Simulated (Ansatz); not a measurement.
**As (bcc): energy against volume**

Theory: DFT, revPBE, plane waves (420 eV) with PAW, scalar-relativistic (Ansatz). The PAW files were generated under PBE, with cores re-solved for the functional.

The cell is scaled uniformly from the relaxed one, with fractional coordinates and shape fixed. Energies are extrapolated to zero smearing, pressures are those at the given smearing. Magnetic state: spin not included.

A Birch-Murnaghan fit gives V₀ = 19.27 Å³/atom, B₀ = 76 GPa, B₀′ = 4.7.

Problem. What are the energy above the minimum and the pressure at 17.770 Å³/atom?

Solution. 32.2 meV/atom and 7.61 GPa as computed.

Problem. What are the energy above the minimum and the pressure at 18.542 Å³/atom?

Solution. 7.1 meV/atom and 3.34 GPa as computed.

Problem. What are the energy above the minimum and the pressure at 21.633 Å³/atom?

Solution. 54.9 meV/atom and -6.76 GPa as computed.
